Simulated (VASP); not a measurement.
**A VASP 6.6.1 single-point calculation on NaF**

INCAR

```
ENCUT = 520
EDIFF = 1E-7
ISIF = 2
NSW = 0
LWAVE = .FALSE.
LREAL = .FALSE.
LASPH = .TRUE.
NBANDS = 14
LCHARG = .FALSE.
PREC = Accurate
GGA = CA
NELM = 58
ALGO = Normal
ISMEAR = 0
SIGMA = 0.01
IBRION = -1
```

KPOINTS

```
KPOINTS created by Atomic Simulation Environment
0
Gamma
10 10 10
0 0 0
```

POSCAR

```
Na F
 1.0000000000000000
     2.7934851914443364   -0.0000000000000000   -0.0000000000000000
    -0.0000000000000000    2.7934851914443364   -0.0000000000000000
    -0.0000000000000000   -0.0000000000000000    2.7934851914443364
 Na  F
   1   1
Cartesian
 -0.0000000000000000  0.0000000000000000  0.0000000000000000
  1.3967425957221682  1.3967425957221682  1.3967425957221682
```

The recommended LDA PAW datasets give the neutral cell 14 valence electrons.

Command

```
mpirun -np 1 vasp_std
```

OSZICAR

```
N       E                     dE             d eps       ncg     rms          rms(c)
DAV:   1     0.100675307588E+03    0.10068E+03   -0.77275E+03  1586   0.124E+03
DAV:   2    -0.519435521254E+01   -0.10587E+03   -0.98476E+02  1742   0.334E+02
DAV:   3    -0.985473512650E+01   -0.46604E+01   -0.46537E+01  1796   0.634E+01
DAV:   4    -0.988693768348E+01   -0.32203E-01   -0.32201E-01  1802   0.564E+00
DAV:   5    -0.988720389825E+01   -0.26621E-03   -0.26621E-03  1856   0.509E-01    0.484E+00
DAV:   6    -0.911821297699E+01    0.76899E+00   -0.23277E+00  1864   0.147E+01    0.169E+00
DAV:   7    -0.907884945232E+01    0.39364E-01   -0.33508E-02  1616   0.251E+00    0.940E-01
DAV:   8    -0.905511909624E+01    0.23730E-01   -0.24277E-02  1686   0.364E+00    0.131E-01
DAV:   9    -0.905517130309E+01   -0.52207E-04   -0.17027E-03  1942   0.508E-01    0.669E-02
DAV:  10    -0.905512115857E+01    0.50145E-04   -0.33291E-04  1796   0.160E-01    0.230E-02
DAV:  11    -0.905511477409E+01    0.63845E-05   -0.22893E-05  1952   0.714E-02    0.171E-03
DAV:  12    -0.905511480053E+01   -0.26445E-07   -0.11415E-06  1726   0.118E-02    0.468E-04
DAV:  13    -0.905511480852E+01   -0.79897E-08   -0.44072E-08   978   0.197E-03
   1 F= -.90551148E+01 E0= -.90551148E+01  d E =-.555481E-68
```

From OUTCAR

```
k-points           NKPTS =     56   k-points in BZ     NKDIM =     56   number of bands    NBANDS=     14

   NELECT =      14.0000    total number of electrons

   dimension x,y,z NGX =    24 NGY =   24 NGZ =   24
   dimension x,y,z NGXF=    48 NGYF=   48 NGZF=   48

  energy-cutoff  :      520.00
  volume of cell :       21.80
      direct lattice vectors                 reciprocal lattice vectors
     2.793485191  0.000000000  0.000000000     0.357975766  0.000000000  0.000000000
     0.000000000  2.793485191  0.000000000     0.000000000  0.357975766  0.000000000
     0.000000000  0.000000000  2.793485191     0.000000000  0.000000000  0.357975766

 k-points in reciprocal lattice and weights: KPOINTS created by Atomic Simulation Env
   0.00000000  0.00000000  0.00000000       0.001
   0.10000000  0.00000000  0.00000000       0.006
   0.20000000  0.00000000  0.00000000       0.006
   0.30000000  0.00000000  0.00000000       0.006
   0.40000000  0.00000000  0.00000000       0.006
   0.50000000  0.00000000  0.00000000       0.003
   0.10000000  0.10000000  0.00000000       0.012
   0.20000000  0.10000000  0.00000000       0.024
   ...

 E-fermi :  -0.9188

 k-point     1 :       0.0000    0.0000    0.0000
  band No.  band energies     occupation
      1     -20.8654      2.00000
      2     -20.8654      2.00000
      3     -20.8654      2.00000
      4     -20.5415      2.00000
      5      -1.3888      2.00000
      6      -1.3888      2.00000
      7      -1.3888      2.00000
      8       4.7369      0.00000
      9      14.2492      0.00000
     10      14.2492      0.00000
     11      22.5157      0.00000
     12      22.5157      0.00000
     13      22.5157      0.00000
     14      29.8776      0.00000

 k-point     2 :       0.1000    0.0000    0.0000
  band No.  band energies     occupation
      1     -21.0214      2.00000
      2     -20.8623      2.00000
      3     -20.8623      2.00000
      4     -20.3776      2.00000
      5      -1.6864      2.00000
      6      -1.3766      2.00000
      7      -1.3766      2.00000
      8       5.0876      0.00000
      9      14.1099      0.00000
     10      14.4390      0.00000
     11      22.4818      0.00000
     12      22.4818      0.00000
     13      22.8093      0.00000
     14      28.7926      0.00000

 k-point     3 :       0.2000    0.0000    0.0000
  band No.  band energies     occupation
      1     -21.2487      2.00000
      2     -20.8541      2.00000
      3     -20.8541      2.00000
      4     -20.1265      2.00000
      5      -2.3702      2.00000
      6      -1.3446      2.00000
      7      -1.3446      2.00000
      8       5.9743      0.00000
      9      13.6064      0.00000
     10      15.0073      0.00000
     11      22.3925      0.00000
     12      22.3925      0.00000
     13      23.8101      0.00000
     14      26.5758      0.00000

 k-point     4 :       0.3000    0.0000    0.0000
  band No.  band energies     occupation
      1     -21.4415      2.00000
      2     -20.8440      2.00000
      3     -20.8440      2.00000
      4     -19.9016      2.00000
      5      -3.0937      2.00000
      6      -1.3045      2.00000
      7      -1.3045      2.00000
      8       7.1498      0.00000
      9      12.6807      0.00000
     10      15.9485      0.00000
     11      22.2723      0.00000
     12      22.2723      0.00000
     13      23.7336      0.00000
     14      25.6106      0.00000

 ...

  Total       -0.4933737     -0.4933737     -0.4933737      0.0000000      0.0000000     -0.0000000
  in kB      -36.2616388    -36.2616388    -36.2616388      0.0000000      0.0000000     -0.0000000
  external PRESSURE =     -36.2616388 kB  Pullay stress =       0.0000000 kB

 POSITION                                       TOTAL-FORCE (eV/Angst)
 -----------------------------------------------------------------------------------
      0.00000      0.00000      0.00000         0.000000      0.000000      0.000000
      1.39674      1.39674      1.39674         0.000000      0.000000      0.000000
 -----------------------------------------------------------------------------------
    total drift:                                0.000000      0.000000     -0.000000

  FREE ENERGIE OF THE ION-ELECTRON SYSTEM (eV)
  ---------------------------------------------------
  free  energy   TOTEN  =        -9.0551148085 eV

  energy  without entropy=       -9.0551148085  energy(sigma->0) =       -9.05511481
```

It converged. Results: gap between bands v and c on the k mesh 5.78 eV; least direct gap on the k mesh 6.13 eV; pressure -3.6 GPa. Band v is the last that the valence electrons fill when counted band by band, and c is the next.

For comparison, a separate LDA run of the intended cell, on usual settings and not on those above, gives a gap of 5.78 eV on its mesh and a pressure of -3.6 GPa.

The run above took about 8.2 s on one core of a shared host (Intel Xeon Platinum 8488C) and held 0.13 GiB at most.
